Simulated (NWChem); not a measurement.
# BP86/cc-pVDZ (density fitting) run of C4H8 (1-butene)

Aim: the electronic atomisation energy of C4H8 (1-butene) at BP86/cc-pVDZ (density fitting), from 3 runs. 

The calculation is run with NWChem 7.3.0.

## Step 1: The molecule

C4H8 has 12 atoms, charge 0, and is taken as a singlet. As SMILES, `C=CCC`. The shape is that of a PBE0-D4/def2-TZVP optimisation. This is one conformer, not always the lowest.

Bond lengths: C1–C2 1.325 Å, C2–C3 1.492 Å, C3–C4 1.525 Å, C1–H5 1.086 Å, C1–H6 1.084 Å, C2–H7 1.090 Å, C3–H8 1.094 Å, C3–H9 1.097 Å, C4–H10 1.093 Å, C4–H11 1.092 Å, C4–H12 1.092 Å. Some angles: C1–C2–C3 125.3°, C2–C3–C4 112.5°, C1–C2–H7 118.9°, C3–C2–H7 115.8°, C2–C1–H5 121.3°, C2–C1–H6 121.7°, C2–C3–H8 109.5°, C2–C3–H9 109.0°, C4–C3–H8 110.2°, C4–C3–H9 108.9°.

## Step 2: The energy at BP86/cc-pVDZ (density fitting)

mol.xyz reads:

```xyz
12
C4H8
C     -0.102800     1.905000     0.560800
C      0.327700     0.889700    -0.174300
C     -0.446000    -0.352500    -0.465500
C      0.258200    -1.608200     0.036200
H     -1.092900     1.899200     1.007100
H      0.512900     2.778300     0.742300
H      1.330000     0.935100    -0.599700
H     -1.442300    -0.274800    -0.019600
H     -0.593000    -0.436900    -1.549400
H      1.253200    -1.704600    -0.406500
H      0.380200    -1.579000     1.121300
H     -0.308300    -2.506700    -0.218800
```

mol.nw reads:

```
start mol
title "C4H8"
memory 2200 mb
charge 0

geometry noautosym nocenter noautoz
 load mol.xyz
end

basis spherical bse
 * library cc-pVDZ
end

basis "cd basis" spherical
 * library "dgauss a2 dft coulomb fitting"
end

dft
 xc becke88 perdew86
 grid fine
 convergence energy 1e-08
 iterations 100
 mulliken
 print low
end

task dft
```

The run is started by

```
$ nwchem mol.nw > mol.out
```

The program printed:

```text
[...]
 d= 0,ls=0.0,diis     1   -157.1831107983 -2.75D+02  5.99D-03  3.31D-01     1.8
[...]
 d= 0,ls=0.0,diis    10   -157.2173542193 -2.66D-09  2.83D-07  1.62D-09    12.5
         Total DFT energy =     -157.217354219293
      One electron energy =     -442.380538628851
           Coulomb energy =      192.258325526899
    Exchange-Corr. energy =      -24.675250726809
 Nuclear repulsion energy =      117.580109609468
[...]
      Total Density - Mulliken Population Analysis
     ---------------------------------------------
    Atom       Charge   Shell Charges
 -----------   ------   -------------------------------------------------------
    1 C    6     6.01   2.01  0.67  0.37  2.08  0.83  0.04
    2 C    6     6.10   2.02  0.68  0.47  2.07  0.80  0.07
    3 C    6     6.02   2.02  0.67  0.37  2.13  0.77  0.07
    4 C    6     6.07   2.02  0.66  0.37  2.13  0.85  0.05
    5 H    1     0.98   0.75  0.20  0.03
    6 H    1     0.97   0.75  0.19  0.03
    7 H    1     1.00   0.76  0.22  0.03
    8 H    1     0.98   0.75  0.20  0.03
    9 H    1     0.96   0.75  0.18  0.03
   10 H    1     0.96   0.74  0.19  0.03
[...]
```

Run time: 13 s. Hardware: 1 thread of Intel Xeon 6975P-C (Granite Rapids), shared host; peak memory 0.11 GiB.

## Step 3: The C atom

a.nw reads:

```
start a
memory total 2200 mb
charge 0
geometry units angstroms noautosym nocenter noautoz
  C      0.000000     0.000000     0.000000
end
basis spherical bse
  * library cc-pVDZ
end
basis "cd basis" spherical
  * library "dgauss a2 dft coulomb fitting"
end
dft
  xc becke88 perdew86
  mult 3
  grid fine
  convergence energy 1e-08
  iterations 100
  mulliken
  print low
end
task dft energy
```

Run the same way, it converges to -37.83924 Eh (log not shown).

## Step 4: The H atom

sp.xyz reads:

```xyz
1
H
H      0.000000     0.000000     0.000000
```

sp.nw reads:

```
start sp
title "H"
memory total 2200 mb

geometry units angstroms noautosym nocenter noautoz
  load format xyz sp.xyz
end

basis spherical bse
  * library cc-pVDZ
end

basis "cd basis" spherical
  * library "dgauss a2 dft coulomb fitting"
end

dft
  xc becke88 perdew86
  mult 2
  grid fine
  convergence energy 1e-08
  maxiter 100
  mulliken
  print low
end

task dft energy
```

Run the same way, it converges to -0.49929 Eh (log not shown).

## Step 5: Summary of results

Level: BP86/cc-pVDZ (density fitting).

| quantity | value |
| --- | --- |
| molecule: total energy | -157.21735 Eh |
| C atom: total energy | -37.83924 Eh |
| C atom: ⟨S²⟩ | 2.002 |
| H atom: total energy | -0.49929 Eh |
| H atom: ⟨S²⟩ | 0.750 |
| electronic atomisation energy | 50.777 eV |

**Reading.** Taking the molecule apart into free atoms costs 50.78 eV (1171 kcal/mol), before zero-point energy and without spin-orbit coupling.
